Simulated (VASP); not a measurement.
# WS2 in VASP: the effect of functional

The system is WS2, a slab with vacuum.

```
CELL_PARAMETERS angstrom
3.18321 0.00000 0.00000
-1.59160 2.75674 0.00000
0.00000 0.00000 23.66876
ATOMIC_POSITIONS crystal
W 0.66667 0.33333 0.36268
W 0.33333 0.66667 0.63732
S 0.66667 0.33333 0.70318
S 0.33333 0.66667 0.42856
S 0.66667 0.33333 0.57144
S 0.33333 0.66667 0.29682
```

Alike in all runs:

- Program: VASP 6.6.1
- Task: band structure
- Cutoff: 520 eV
- k mesh: 7 × 7 × 2
- Occupations: fermi-dirac, width 0.05 eV
- Spin: no spin polarisation

**Question.** One run gave: gap on the mesh 1.65 eV; largest force 0.80 eV/Å. Which functional did it use?
A. LDA
B. revPBE
C. PW91
D. BLYP
E. RPBE

**Answer.** D.

| functional | potentials or basis | gap on the mesh (eV) | largest force (eV/Å) |
| --- | --- | --- | --- |
| LDA | VASP PAW LDA potentials, release 64 (W_sv, S) | 1.60 | 0.35 |
| PBEsol | VASP PAW PBE potentials, release 64 (W_sv, S) | 1.64 | 0.10 |
| RPBE | VASP PAW PBE potentials, release 64 (W_sv, S) | 1.70 | 0.45 |
| revPBE | VASP PAW PBE potentials, release 64 (W_sv, S) | 1.69 | 0.40 |
| BLYP | VASP PAW PBE potentials, release 64 (W_sv, S) | 1.65 | 0.80 |
| PW91 | VASP PAW PBE potentials, release 64 (W_sv, S) | 1.66 | 0.33 |

Caveats: spin-orbit coupling is left out, which moves the levels of the heavy elements; the PAW data sets were made with another functional, which shifts forces and pressure a little (some runs).

A k mesh can miss the band edges.

Runs at the PBE level aren't shown here.
